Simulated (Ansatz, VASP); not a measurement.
Ru in VASP and in Ansatz

```
Ru
1.0
     0.00000    3.52968    3.52968
     3.52968    0.00000    3.52968
     3.52968    3.52968    0.00000
Ru
6
Direct
  0.12500 0.12500 0.12500
  0.12500 0.12500 0.62500
  0.12500 0.62500 0.12500
  0.62500 0.12500 0.12500
  0.50000 0.50000 0.50000
  0.75000 0.75000 0.75000
```

Alike in both runs: functional PBE; k mesh 10 × 10 × 10; occupations gaussian, width 0.1 eV; no spin polarisation.

Ansatz relaxed the structure, and its values are those at the end. VASP's run is a single point on that final structure, the one shown.

|  | VASP | Ansatz |
| --- | --- | --- |
| version | VASP 6.6.1 | Ansatz 0.2.0 |
| potentials or method | VASP PAW PBE potentials, release 64 (Ru_pv) | scalar-relativistic, plane waves, PAW |
| plane-wave cutoff (eV) | 520 | 420 |
| valence electrons in the cell | 84 | 96 |

Ansatz gave:

```
gap on the k mesh at the Fermi level (eV) : none
pressure (GPa)                            : 0.0
```

Question: Which values does VASP return?

Answer: gap on the k mesh at the Fermi level (eV): none; pressure (GPa): 0.1.

A gap of «none» marks a metal or a gap that the smearing closes. The two sets of potentials don't hold the same shells in valence.
